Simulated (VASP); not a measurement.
# TiO (P-6m2) in VASP: a series of runs

One crystal, TiO, is run at these levels: PBEsol; tasks: single point.

Everything below comes from runs of VASP 6.6.1. Logs are shortened: lines on timing, memory, paths and dates and some standing lists are left out, and cuts for length are marked.

## (1) The structure

The structure is hexagonal, space group P-6m2 (No. 187). The conventional cell has a = 3.009 Å, b = 3.009 Å, c = 2.937 Å, α = 90.00°, β = 90.00°, γ = 120.00°. Ti (site symmetry -6m2) has 6 O at 2.27 Å as nearest neighbours. O (site symmetry -6m2) has 6 Ti at 2.27 Å as nearest neighbours.

The cell comes from a database or a generator and needn't be the stable form of this composition.

## (2) Single point, PBEsol, collinear spin, ferromagnetic start

The input, INCAR:

```
SYSTEM = TiO
  ALGO = Normal
  EDIFF = 1E-6
  ENCUT = 520
  GGA = PS
  ISIF = 2
  ISMEAR = 0
  ISPIN = 2
  LASPH = .TRUE.
  LCHARG = .FALSE.
  LMAXMIX = 4
  LORBIT = 11
  LREAL = .FALSE.
  LWAVE = .FALSE.
  MAGMOM = 1 0
  NBANDS = 20
  NELM = 60
  PREC = Accurate
  SIGMA = 0.05
```

The input, KPOINTS:

```
k-points
0
G
  7 7 6
  0 0 0
```

The input, POSCAR:

```
TiO
1.0
    3.0094341500      0.0000000000      0.0000000000
   -1.5047170800      2.6062464300      0.0000000000
    0.0000000000      0.0000000000      2.9370586300
Ti O
1 1
Direct
    0.0000000000      0.0000000000      0.0000000000
    0.6666666667      0.3333333333      0.5000000000
```

Potentials or basis: VASP PAW PBE potentials, release 64 (Ti_sv, O).

Run with:

```console
$ cat potpaw_PBE.64/Ti_sv/POTCAR potpaw_PBE.64/O/POTCAR > POTCAR
$ mpirun -np 1 vasp_std > vasp.out
```

OUTCAR:

```text
SYSTEM = TiO
   EDIFF = 1E-6
   ENCUT = 520
   GGA = PS
   ISIF = 2
   ISMEAR = 0
   ISPIN = 2
   LASPH = .TRUE.
   LORBIT = 11
   LREAL = .FALSE.
   NELM = 60
   PREC = Accurate

 ion  position               nearest neighbor table
   1  0.000  0.000  0.000-   2 2.27   2 2.27   2 2.27   2 2.27   2 2.27   2 2.27
   2  0.667  0.333  0.500-   1 2.27   1 2.27   1 2.27   1 2.27   1 2.27   1 2.27

  LATTYP: Found a hexagonal cell.
 ALAT       =     3.0094341500
 C/A-ratio  =     0.9759504557

  Lattice vectors:

 A1 = (   3.0094341500,   0.0000000000,   0.0000000000)
 A2 = (  -1.5047170800,   2.6062464300,   0.0000000000)
 A3 = (   0.0000000000,   0.0000000000,   2.9370586300)

Analysis of symmetry for initial positions (statically):
=====================================================================
 Subroutine PRICEL returns:
 Original cell was already a primitive cell.

 Routine SETGRP: Setting up the symmetry group for a
 hexagonal supercell.

 Subroutine GETGRP returns: Found 12 space group operations
 (whereof 12 operations were pure point group operations)
 out of a pool of 24 trial point group operations.

The static configuration has the point symmetry D_3h.

Analysis of symmetry for dynamics (positions and initial velocities):
=====================================================================
 Subroutine PRICEL returns:
 Original cell was already a primitive cell.

 Routine SETGRP: Setting up the symmetry group for a
 hexagonal supercell.

 Subroutine GETGRP returns: Found 12 space group operations
 (whereof 12 operations were pure point group operations)
 out of a pool of 24 trial point group operations.

The dynamic configuration has the point symmetry D_3h.

Analysis of structural, dynamic, and magnetic symmetry:
=====================================================================
 Subroutine PRICEL returns:
 Original cell was already a primitive cell.

 Routine SETGRP: Setting up the symmetry group for a
 hexagonal supercell.

 Subroutine GETGRP returns: Found 12 space group operations
 (whereof 12 operations were pure point group operations)
 out of a pool of 24 trial point group operations.

The overall configuration has the point symmetry D_3h.

 Subroutine INISYM returns: Found 12 space group operations
 (whereof 12 operations are pure point group operations),
 and found     1 'primitive' translations

----------------------------------------------------------------------------------------

                                     Primitive cell

  volume of cell :      23.0363

  direct lattice vectors                    reciprocal lattice vectors
     3.009434150  0.000000000  0.000000000     0.332288381  0.191846786  0.000000000
    -1.504717080  2.606246430  0.000000000     0.000000000  0.383693571  0.000000000
     0.000000000  0.000000000  2.937058630     0.000000000  0.000000000  0.340476690

  length of vectors
     3.009434150  3.009434157  2.937058630     0.383693572  0.383693571  0.340476690

  position of ions in fractional coordinates (direct lattice)
     0.000000000  0.000000000  0.000000000
     0.666666667  0.333333333  0.500000000

  ion indices of the primitive-cell ions
   primitive index   ion index
                 1           1
                 2           2

----------------------------------------------------------------------------------------

 KPOINTS: k-points

Automatic generation of k-mesh.
 Grid dimensions read from file:
 generate k-points for:    7    7    6

 Generating k-lattice:

  Cartesian coordinates                     Fractional coordinates (reciprocal lattice)
     0.047469769  0.027406684  0.000000000     0.142857143  0.000000000  0.000000000
     0.000000000  0.054813367  0.000000000     0.000000000  0.142857143  0.000000000
     0.000000000  0.000000000  0.056746115     0.000000000  0.000000000  0.166666667

  Length of vectors
     0.054813367  0.054813367  0.056746115

  Shift w.r.t. Gamma in fractional coordinates (k-lattice)
     0.000000000  0.000000000  0.000000000

 Subroutine IBZKPT returns following result:
 ===========================================

 Found     32 irreducible k-points:

 Following reciprocal coordinates:
            Coordinates               Weight
  0.000000  0.000000  0.000000      1.000000
  0.142857  0.000000  0.000000      6.000000
  0.285714  0.000000  0.000000      6.000000
  0.428571  0.000000  0.000000      6.000000
  0.142857  0.142857  0.000000      6.000000
  0.285714  0.142857  0.000000     12.000000
[... 16 lines left out ...]
  0.428571  0.142857  0.333333     12.000000
  0.285714  0.285714  0.333333     12.000000
 [... further k-points ...]
   k-points           NKPTS =     32   k-points in BZ     NKDIM =     32   number of bands    NBANDS=     20
   number of dos      NEDOS =    301   number of ions     NIONS =      2
   total plane-waves  NPLWV =  13824
   dimension x,y,z NGX =    24 NGY =   24 NGZ =   24
[... 27 lines left out ...]
   EMIN   =  10.00;   EMAX   =-10.00  energy-range for DOS
   EFERMI =   0.00;   METHOD = LEGACY
   ISMEAR =     0;   SIGMA  =   0.05  broadening in eV -4-tet -1-fermi 0-gaus
   EFERMI_NEDOS =   21; number of points for ismear=-14 and -15
   IALGO  =     38    algorithm
   IMIX   =      4    mixing-type and parameters
     AMIX     =   0.40;   BMIX     =  1.00
     AMIX_MAG =   1.60;   BMIX_MAG =  1.00
  volume/ion in A,a.u.               =      11.52        77.73
  Fermi-wavevector in a.u.,A,eV,Ry     =   1.507861  2.849444 30.934822  2.273645
  Thomas-Fermi vector in A             =   2.618391
   LORBIT       =     11    0 simple, 1 ext, 2 COOP (PROOUT), +10 PAW based schemes
   GGA     = PS    functional components
   LHFCALC =     F    Hartree Fock is set to
   AEXX    =    0.0000 exact exchange contribution
   IVDW    =     0    specifies the selected vdW correction
   LEPSILON=     F    determine dielectric tensor
   LRPA    =     F    only Hartree local field effects (RPA)
 spin polarized calculation
 Gauss-broadening in eV      SIGMA  =   0.05
  energy-cutoff  :      520.00
  volume of cell :       23.04
 maximum number of plane-waves:       634
 NGX is ok and might be reduce to    24

 number of electron      18.0000003 magnetization       0.0000427

 number of electron      18.0000003 magnetization      -0.0000011

 Free energy of the ion-electron system (eV)
  ---------------------------------------------------
  ext. energy  EPLUGINS =         0.00000000
  ---------------------------------------------------
  free energy    TOTEN  =       -18.26195870 eV

  energy without entropy =      -18.26156983  energy(sigma->0) =      -18.26176426

 E-fermi :   9.0632     XC(G=0): -12.1261

 val. band max:        9.0571234339   @ k =   0.0000   0.0000   0.3333
 cond. band min:       9.1242781880   @ k =   0.0000   0.0000   0.3333
 fundamental gap:      0.0671547541
 Fermi energy:         9.0632131050

 spin component 1

 k-point     1 :       0.0000    0.0000    0.0000
  band No.  band energies     occupation
      1     -48.7195      1.00000
      2     -25.0433      1.00000
      3     -24.7954      1.00000
      4     -24.7954      1.00000
      5     -11.6746      1.00000
      6       3.9408      1.00000
[... 12 lines left out ...]
     19      27.9727      0.00000
     20      33.7411      0.00000
[... 507 lines left out ...]
 k-point    24 :       0.2857    0.2857    0.3333
  band No.  band energies     occupation
      1     -48.6277      1.00000
      2     -25.2379      1.00000
      3     -25.0876      1.00000
      4     -24.9799      1.00000
      5     -10.7278      1.00000
      6       1.8518      1.00000
[... 12 lines left out ...]
     19      30.0835      0.00000
     20      34.5160      0.00000

 [... further k-points ...]

 spin component 2

 k-point     1 :       0.0000    0.0000    0.0000
  band No.  band energies     occupation
      1     -48.7195      1.00000
      2     -25.0433      1.00000
      3     -24.7954      1.00000
      4     -24.7954      1.00000
      5     -11.6746      1.00000
      6       3.9408      1.00000
[... 12 lines left out ...]
     19      27.9727      0.00000
     20      33.7411      0.00000
[... 507 lines left out ...]
 k-point    24 :       0.2857    0.2857    0.3333
  band No.  band energies     occupation
      1     -48.6276      1.00000
      2     -25.2379      1.00000
      3     -25.0876      1.00000
      4     -24.9799      1.00000
      5     -10.7278      1.00000
      6       1.8518      1.00000
[... 12 lines left out ...]
     19      30.0835      0.00000
     20      34.5160      0.00000

 [... further k-points ...]
[... 5 lines left out ...]
  --------------------------------------------------------------------------------------
  -------------------------------------------------------------------------------------
  Total       -4.8911183     -4.8911183     -4.3503459      0.0000000      0.0000000      0.0000000
  in kB     -340.1776782   -340.1776795   -302.5669129      0.0000007      0.0000000      0.0000000
  external PRESSURE =    -327.6407569 kB  Pullay stress =       0.0000000 kB

 VOLUME and BASIS-vectors are now :
 -----------------------------------------------------------------------------
  energy-cutoff  :      520.00
  volume of cell :       23.04
      direct lattice vectors                 reciprocal lattice vectors
     3.009434150  0.000000000  0.000000000     0.332288381  0.191846786  0.000000000
    -1.504717080  2.606246430  0.000000000     0.000000000  0.383693571  0.000000000
     0.000000000  0.000000000  2.937058630     0.000000000  0.000000000  0.340476690

 POSITION                                       TOTAL-FORCE (eV/Angst)
 -----------------------------------------------------------------------------------
      0.00000      0.00000      0.00000         0.000000     -0.000000      0.000000
      1.50472      0.86875      1.46853        -0.000000      0.000000      0.000000
 -----------------------------------------------------------------------------------
    total drift:                                0.000000     -0.000000      0.000000

  FREE ENERGIE OF THE ION-ELECTRON SYSTEM (eV)
  ---------------------------------------------------
  free  energy   TOTEN  =       -18.2619586997 eV

  energy  without entropy=      -18.2615698259  energy(sigma->0) =      -18.26176426

 total charge

# of ion       s       p       d       tot
------------------------------------------
    1        2.135   6.109   1.902  10.146
    2        1.543   3.386   0.000   4.929
--------------------------------------------------
tot          3.678   9.495   1.902  15.075

 magnetization (x)

# of ion       s       p       d       tot
------------------------------------------
    1        0.000  -0.000  -0.000  -0.000
    2        0.000  -0.000   0.000  -0.000
--------------------------------------------------
tot          0.000  -0.000  -0.000  -0.000
```

Wall time 11 s (1 thread of Intel Xeon 6975P-C (Granite Rapids), shared host); peak memory 0.16 GiB.

Results:

* Free energy: -18.2620 eV
* Pressure: -32.8 GPa
* Band gap on the k mesh: none (metal or under the smearing width)
* Net moment: 0.00 μB per cell
* Valence electrons inside the program's atomic spheres: Ti 10.15; O 4.93

Stress tensor (GPa, compression positive):
```
-34.02   0.00   0.00
  0.00 -34.02   0.00
  0.00   0.00 -30.26
```

Levels at points of the mesh, in eV from the Fermi level:
Spin up:
| k point | band 6 | band 7 | band 8 | band 9 | band 10 | band 11 | band 12 | band 13 |
| --- | --- | --- | --- | --- | --- | --- | --- | --- |
| (0.00, 0.00, 0.00) | -5.12 | -5.12 | -4.82 | -2.48 | 0.29 | 1.26 | 1.26 | 1.56 |
| (0.00, 0.00, 0.50) | -8.35 | -4.80 | -4.80 | -0.04 | -0.04 | 0.69 | 1.36 | 1.36 |
Spin down:
| k point | band 5 | band 6 | band 7 | band 8 | band 9 | band 10 | band 11 | band 12 | band 13 | band 14 |
| --- | --- | --- | --- | --- | --- | --- | --- | --- | --- | --- |
| (0.00, 0.00, 0.00) | -20.74 | -5.12 | -5.12 | -4.82 | -2.48 | 0.29 | 1.26 | 1.26 | 1.56 | 1.56 |
| (0.00, 0.00, 0.50) | -19.90 | -8.35 | -4.80 | -4.80 | -0.04 | -0.04 | 0.69 | 1.36 | 1.36 | 5.28 |

Caveat: a pressure of tens of GPa on the cell as given is suspect, and the run, the potentials or the cell itself is likely at fault; the PAW data sets were made with another functional, which shifts forces and pressure a little; semilocal functionals often make such compounds metallic where correlation or magnetic order opens a gap, which also shifts bond lengths.

## (3) Single point, PBEsol, collinear spin, antiferromagnetic start

This run uses another cell than the first one: it holds 4 atoms, not 2.

The input, INCAR:

```
PREC = Accurate
ENCUT = 520
EDIFF = 1E-7
ISMEAR = 0
SIGMA = 0.05
LREAL = False
LASPH = True
NELM = 60
ALGO = Normal
ISIF = 2
LWAVE = False
LCHARG = False
ISPIN = 2
MAGMOM = 1 -1 0 0
LORBIT = 11
LMAXMIX = 4
GGA = PS
```

The input, KPOINTS:

```
regular mesh
0
Gamma
  7 7 3
```

The input, POSCAR:

```
TiO
1.0
    3.0094341500      0.0000000000      0.0000000000
   -1.5047170800      2.6062464300      0.0000000000
    0.0000000000      0.0000000000      5.8741172600
Ti O
2 2
Direct
    0.0000000000      0.0000000000      0.0000000000
    0.0000000000      0.0000000000      0.5000000000
    0.6666666667      0.3333333333      0.2500000000
    0.6666666667      0.3333333333      0.7500000000
```

Potentials or basis: VASP PAW PBE potentials, release 64 (Ti_sv, O).

Run with:

```console
$ cat potpaw_PBE.64/Ti_sv/POTCAR potpaw_PBE.64/O/POTCAR > POTCAR
$ mpirun -np 1 vasp_std > vasp.out
```

Wall time 20 s (1 thread of Intel Xeon 6975P-C (Granite Rapids), shared host); peak memory 0.19 GiB.

Results (log left out):

* Free energy: -36.5239 eV
* Pressure: -32.7 GPa
* Band gap on the k mesh: none (metal or under the smearing width)
* Net moment: 0.00 μB per cell
* Valence electrons inside the program's atomic spheres: Ti 10.15; O 4.93

Stress tensor (GPa, compression positive):
```
-34.00   0.00   0.00
  0.00 -34.00   0.00
  0.00   0.00 -30.24
```

Levels at points of the mesh, in eV from the Fermi level:
Spin up:
```csv
k point,band 15,band 16,band 17,band 18,band 19,band 20,band 21,band 22
"(0.00, 0.00, 0.00)",-4.80,-4.80,-2.48,-0.04,-0.04,0.29,0.69,1.26
```
Spin down:
| k point | band 14 | band 15 | band 16 | band 17 | band 18 | band 19 | band 20 | band 21 | band 22 |
| --- | --- | --- | --- | --- | --- | --- | --- | --- | --- |
| (0.00, 0.00, 0.00) | -4.82 | -4.80 | -4.80 | -2.48 | -0.04 | -0.04 | 0.29 | 0.69 | 1.26 |

Caveat: a pressure of tens of GPa on the cell as given is suspect, and the run, the potentials or the cell itself is likely at fault; the PAW data sets were made with another functional, which shifts forces and pressure a little; semilocal functionals often make such compounds metallic where correlation or magnetic order opens a gap, which also shifts bond lengths.

## (4) Single point, PBEsol, collinear spin, zero start

The input, INCAR:

```
SYSTEM = TiO
  PREC = Accurate
  ENCUT = 520
  EDIFF = 1E-6
  ISMEAR = 0
  SIGMA = 0.05
  LREAL = .FALSE.
  LASPH = .TRUE.
  NELM = 60
  ALGO = Normal
  ISIF = 2
  LWAVE = .FALSE.
  LCHARG = .FALSE.
  ISPIN = 2
  MAGMOM = 0 0
  LORBIT = 11
  LMAXMIX = 4
  GGA = PS
```

The input, KPOINTS:

```
regular mesh
0
G
  7 7 6
  0 0 0
```

The input, POSCAR:

```
TiO
1.0
    3.0094341500      0.0000000000      0.0000000000
   -1.5047170800      2.6062464300      0.0000000000
    0.0000000000      0.0000000000      2.9370586300
Ti O
1 1
Direct
    0.0000000000      0.0000000000      0.0000000000
    0.6666666667      0.3333333333      0.5000000000
```

Run with:

```console
$ cat potpaw_PBE.64/Ti_sv/POTCAR potpaw_PBE.64/O/POTCAR > POTCAR
$ mpirun -np 1 vasp_std > vasp.out
```

Run time: 8 s. Hardware: 1 thread of Intel Xeon 6975P-C (Granite Rapids), shared host; peak memory 0.15 GiB.

It converged, with:

```
Free energy                                           : -18.2620 eV
Pressure                                              : -32.7 GPa
Band gap on the k mesh                                : none (metal or under the smearing width)
Net moment                                            : 0.00 μB per cell
Valence electrons inside the program's atomic spheres : Ti 10.15; O 4.93
```

Stress tensor (GPa, compression positive):
```
-33.97   0.00   0.00
  0.00 -33.97   0.00
  0.00   0.00 -30.21
```

Levels at points of the mesh, in eV from the Fermi level:
Spin up:
```tsv
k point	band 7	band 8	band 9	band 10	band 11	band 12
(0.00, 0.00, 0.00)	-5.12	-4.82	-2.48	0.29	1.26	1.26
(0.00, 0.00, 0.50)	-4.80	-4.80	-0.04	-0.04	0.69	1.36
```
Spin down:
```tsv
k point	band 5	band 6	band 7	band 8	band 9	band 10	band 11	band 12	band 13
(0.00, 0.00, 0.00)	-20.74	-5.12	-5.12	-4.82	-2.48	0.29	1.26	1.26	1.56
(0.00, 0.00, 0.50)	-19.90	-8.35	-4.80	-4.80	-0.04	-0.04	0.69	1.36	1.36
```

Caveat: a pressure of tens of GPa on the cell as given is suspect, and the run, the potentials or the cell itself is likely at fault; the PAW data sets were made with another functional, which shifts forces and pressure a little; semilocal functionals often make such compounds metallic where correlation or magnetic order opens a gap, which also shifts bond lengths.

## (5) Single point, PBEsol, collinear spin, random start

The input, INCAR:

```
SYSTEM = TiO
  PREC = Accurate
  ENCUT = 520
  EDIFF = 1E-6
  ISMEAR = 0
  SIGMA = 0.05
  LREAL = .False.
  LASPH = .True.
  NELM = 100
  ALGO = Normal
  ISIF = 2
  LWAVE = .False.
  LCHARG = .False.
  ISPIN = 2
  MAGMOM = -1.04 0
  LORBIT = 11
  LMAXMIX = 4
  GGA = PS
  NBANDS = 20
```

The input, KPOINTS:

```
regular mesh
0
Gamma
  7 7 6
  0 0 0
```

POSCAR is that of step 4.

Run with:

```console
$ cat potpaw_PBE.64/Ti_sv/POTCAR potpaw_PBE.64/O/POTCAR > POTCAR
$ mpirun -np 1 vasp_std > vasp.out
```

Run time: 13 s. Hardware: 1 thread of Intel Xeon 6975P-C (Granite Rapids), shared host; peak memory 0.16 GiB.

The run converged. Its results:

| Property | Result |
| --- | --- |
| Free energy | -18.2620 eV |
| Pressure | -32.8 GPa |
| Band gap on the k mesh | none (metal or under the smearing width) |
| Net moment | 0.00 μB per cell |
| Valence electrons inside the program's atomic spheres | Ti 10.15; O 4.93 |

Stress tensor (GPa, compression positive):
```
-34.02   0.00   0.00
  0.00 -34.02   0.00
  0.00   0.00 -30.26
```

Levels at points of the mesh, in eV from the Fermi level:
Spin up:
```
           k point  band 7  band 8  band 9  band 10  band 11  band 12
(0.00, 0.00, 0.00)   -5.12   -4.82   -2.48     0.29     1.26     1.26
(0.00, 0.00, 0.50)   -4.80   -4.80   -0.04    -0.04     0.69     1.36
```
Spin down:
```
           k point  band 6  band 7  band 8  band 9  band 10  band 11  band 12  band 13
(0.00, 0.00, 0.00)   -5.12   -5.12   -4.82   -2.48     0.29     1.26     1.26     1.56
(0.00, 0.00, 0.50)   -8.35   -4.80   -4.80   -0.04    -0.04     0.69     1.36     1.36
```

Caveat: a pressure of tens of GPa on the cell as given is suspect, and the run, the potentials or the cell itself is likely at fault; the PAW data sets were made with another functional, which shifts forces and pressure a little; semilocal functionals often make such compounds metallic where correlation or magnetic order opens a gap, which also shifts bond lengths.

## (6) The runs side by side

```csv
spin,k mesh,supercell matrix,gap on the mesh (eV),pressure (GPa),moment (μB)
"collinear, ferromagnetic start",7 × 7 × 6,-,none,-32.8,0.00
"collinear, antiferromagnetic start",7 × 7 × 3,"[1, 0, 0, 0, 1, 0, 0, 0, 2]",none,-32.7,0.00
"collinear, zero start",7 × 7 × 6,-,none,-32.7,0.00
"collinear, random start",7 × 7 × 6,-,none,-32.8,0.00
```

Alike in all rows: task single point; level PBEsol; potentials or basis VASP PAW PBE potentials, release 64 (Ti_sv, O); cell as given; cutoff (eV) 520; smearing gaussian 0.05 eV.

Every run on the cell as given and a fine mesh finds a metal.

Caveats: a pressure of tens of GPa on the cell as given is suspect, and the run, the potentials or the cell itself is likely at fault; the PAW data sets were made with another functional, which shifts forces and pressure a little; semilocal functionals often make such compounds metallic where correlation or magnetic order opens a gap, which also shifts bond lengths.

Total energies depend on the potentials used, so only differences within one code and one set of settings carry meaning.
